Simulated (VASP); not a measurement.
A run of VASP 6.6.1:

File INCAR:

```
PREC     = Accurate       # precision mode
ENCUT    = 520            # plane-wave cutoff, eV
EDIFF    = 1E-6           # SCF threshold, eV
ISMEAR   = 0              # smearing method
SIGMA    = 0.1            # smearing width, eV
LREAL    = False          # projectors in reciprocal space
LASPH    = True           # aspherical terms in the spheres
NELM     = 100            # most SCF steps
ALGO     = Normal         # electronic algorithm
ISIF     = 2              # what is computed and relaxed
LWAVE    = False          # write WAVECAR
LCHARG   = False          # write CHGCAR
GGA      = PE             # functional
NBANDS   = 26             # bands
```

KPOINTS

```
regular mesh
0
Gamma
  6 6 2
```

Contents of POSCAR:

```
MgO
1.0
    3.2505941898      0.0000000000      0.0000000000
   -1.6252970949      2.8150971457      0.0000000000
    0.0000000000      0.0000000000     10.3863377325
Mg O
4 4
Direct
    0.3333333300      0.6666666700      0.9696623800
    0.0000000000      0.0000000000      0.2210023100
    0.0000000000      0.0000000000      0.7210023100
    0.6666666700      0.3333333300      0.4696623800
    0.3333333300      0.6666666700      0.7798401500
    0.0000000000      0.0000000000      0.5294933400
    0.0000000000      0.0000000000      0.0294933400
    0.6666666700      0.3333333300      0.2798401500
```

Potentials or basis: VASP PAW PBE potentials, release 64 (Mg, O).

Launch:

```console
$ cat potpaw_PBE.64/Mg/POTCAR potpaw_PBE.64/O/POTCAR > POTCAR
$ mpirun -np 1 vasp_std > vasp.out
```

Hardware: 1 thread of Intel(R) Xeon(R) 6975P-C (Granite Rapids), on a shared host.

Question: Estimate the wall time of this run.

Answer: It took 19 s on 1 thread of Intel(R) Xeon(R) 6975P-C (Granite Rapids), with other jobs on the host, peak memory 0.2 GiB. Counts: scf iterations 14, k points 14.
